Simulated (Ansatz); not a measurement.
## Field gradients at the nuclei in YH3O3

The cell is a Materials Project structure (computed, not necessarily an observed phase), taken as it stands.

Space group P6_3/m (No. 176); a = 6.3631, c = 3.5526 Å, γ = 120.00°.

| site | Wyckoff | site symmetry | x | y | z |
| --- | --- | --- | --- | --- | --- |
| Y | 2c | -6.. | 0.3333 | 0.6667 | 0.2500 |
| H | 6h | m.. | 0.8616 | 0.1402 | 0.2500 |
| O | 6h | m.. | 0.6032 | 0.6887 | 0.7500 |

One atom of each set is listed.

All values are calculated (Ansatz; DFT, r2SCAN, plane waves and PAW, scalar-relativistic, 500 eV cutoff, Γ-centred 4×4×6 k-points, Fermi–Dirac smearing 0.02 eV), not measured.

V_zz is the principal component of the electric field gradient with the largest magnitude, η = (V_xx − V_yy)/V_zz and C_Q = eQV_zz/h. ν_Q = 3|C_Q|/[2I(2I − 1)].

H-2: I = 1, Q = 2.858 mb; ¹⁷O: I = 5/2, Q = -25.58 mb. Q values from Pyykkö, Mol. Phys. 116, 1328 (2018).

```csv
site,atoms,first shell,C_Q (MHz),η,ν_Q (MHz)
H,6,1 O at 0.97 Å,0.287,0.01,0.431
O,6,1 H at 0.97 Å; also 3 Y at 2.43–2.49 Å,-7.92,0.05,1.19
```

At H V_zz points along its bond to O (within 1°). At O V_zz points along its bond to H (within 3°).

Y has no stable isotope with a ground-state quadrupole moment in the table, so these sites are left out.

At this cell the principal stresses reach 5 GPa in size with r2SCAN, which can matter for small gradients. The largest force is 0.5 eV/Å, so the atoms aren't at the calculated equilibrium and relaxing them would move these values.

The run took 9.4 s of wall time (9.4 s of CPU time) and 0.76 GiB at its peak, on 1 thread of Intel Xeon 6975P-C (Granite Rapids) (x86_64; 2 cores open to the job, memory cap 2.5 GiB, no GPU), a shared host with a load of 0.2 a core.
